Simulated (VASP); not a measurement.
Crystal: C.

```
C
1.0
     2.12732   -1.22828    0.00000
     2.12732    1.22828    0.00000
    -1.37907    0.00000    3.50283
C
2
Direct
  0.16664 0.16664 0.99991
  0.83336 0.83336 0.00009
```

This is a stacking variant of graphite.

| Quantity | Value |
| --- | --- |
| Program | VASP 6.6.1 |
| Task | relaxation of cell and atoms |
| Functional | PBE |
| Potentials or basis | VASP PAW PBE potentials, release 54 (C) |
| Cutoff | 900 eV |
| k mesh | 13 × 13 × 8 |
| Occupations | fermi-dirac, width 0.05 eV |
| Spin | no spin polarisation |

At the start: pressure 3.9 GPa; volume 9.15 Å³/atom.

How do energy, volume and symmetry change on relaxing?

Over 39 steps the energy falls by 8.3 meV/atom and the volume is 10.67 Å³/atom (+16.6 %); space group R-3m (No. 166, to 0.05 Å).

The path:
```csv
step,energy change (eV),largest force (eV/Å),pressure (GPa),volume (Å³)
1,0.0000,0.0046,3.94,18.31
2,0.0079,0.0080,-6.31,18.91
3,-0.0027,0.0021,0.36,18.50
4,-0.0040,0.0040,0.32,18.61
5,-0.0074,0.0208,0.22,18.92
6,-0.0121,0.0552,0.12,19.54
7,-0.0159,0.1258,-0.03,20.78
8,-0.0098,0.7944,0.53,21.02
9,-0.0162,0.0606,0.04,20.82
10,-0.0161,0.0830,0.19,20.88
11,-0.0163,0.0070,0.10,20.85
12,-0.0163,0.0513,-0.04,20.87
13,-0.0163,0.0181,0.04,20.86
14,-0.0163,0.0095,0.00,20.88
15,-0.0163,0.0107,0.00,20.88
16,-0.0163,0.0129,0.01,20.89
17,-0.0163,0.0180,0.06,20.91
18,-0.0163,0.0296,0.17,20.95
19,-0.0164,0.0218,0.17,20.96
20,-0.0164,0.0178,0.13,20.99
21,-0.0164,0.0678,-0.01,21.06
22,-0.0164,0.0461,0.03,21.03
23,-0.0164,0.0330,0.07,21.01
24,-0.0164,0.0212,0.03,21.03
25,-0.0164,0.0151,-0.16,21.10
26,-0.0164,0.0029,-0.10,21.08
27,-0.0164,0.0102,-0.07,21.10
28,-0.0165,0.0361,0.01,21.17
29,-0.0165,0.0234,0.04,21.20
30,-0.0165,0.0216,0.06,21.21
31,-0.0165,0.0275,0.10,21.23
32,-0.0165,0.0564,0.13,21.27
33,-0.0165,0.0304,0.09,21.23
34,-0.0165,0.0245,0.08,21.27
35,-0.0165,0.0157,0.02,21.36
36,-0.0165,0.0164,0.05,21.32
37,-0.0165,0.0133,0.00,21.33
38,-0.0165,0.0102,0.01,21.33
39,-0.0165,0.0020,0.00,21.34
```

Final structure:
```xyz
2
Lattice="2.1363 -1.2333 -0.0042 2.1363 1.2333 -0.0042 -1.3918 0.0000 4.0516" Properties=species:S:1:pos:R:3 pbc="T T T"
C    -0.6797    0.0000    4.0502
C     3.5605    0.0000   -0.0071
```

Caveat: the volume moved by over 15 % at a fixed basis, so the end points are rough; this functional lacks dispersion, which binds the layers, so the pressure and a relaxed spacing across them are unreliable, and here the layers came unbound.
